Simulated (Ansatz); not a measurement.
# How far PBE and r2SCAN part for GeO2, pressure 45 GPa

The reference is GeO$_{2}$ (space group P3_121, No. 152; a = 5.093 Å, c = 5.768 Å).

(Cell as relaxed with PBE.)

Levels (all Ansatz, an electronic-structure program, PAW): PBE (420 eV, spin-orbit coupling left out); r2SCAN (500 eV, no spin-orbit coupling).

Each level relaxes its own structure.

```json
[
 {"base": "volume per atom", "PBE": "14.40 Å³", "r2SCAN": "13.59 Å³"},
 {"base": "lattice parameter a", "PBE": "5.093 Å", "r2SCAN": "4.989 Å"},
 {"base": "band gap", "PBE": "3.22 eV", "r2SCAN": "4.22 eV"}
]
```

It is then changed as follows: a hydrostatic pressure of 45 GPa.

```tsv
quantity	PBE	r2SCAN
electron mass	0.30 mₑ along c, 0.32 mₑ across (at Γ)	…
lattice parameter a	4.251 Å	…
valence-band top at Γ (three highest levels, from the VBM)	0.00, -0.29, -0.29 eV	…
```

Problem. Predict the r2SCAN column.

Solution. 
- electron mass, r2SCAN: 0.33 mₑ along c, 0.35 mₑ across (at Γ)
- lattice parameter a, r2SCAN: 4.226 Å
- valence-band top at Γ (three highest levels, from the VBM), r2SCAN: 0.00, -0.27, -0.27 eV

PBE's lattice parameter a lies 0.025 Å above r2SCAN's (0.6 %). Neither level is exact; r2SCAN is the comparison here, not a measurement.

Load acts through the strain it causes; cell and atoms are relaxed under it. Masses are band curvatures over ±0.01 Å⁻¹ around the edge. No phonon test of stability was made. Competing high-pressure phases were not computed.
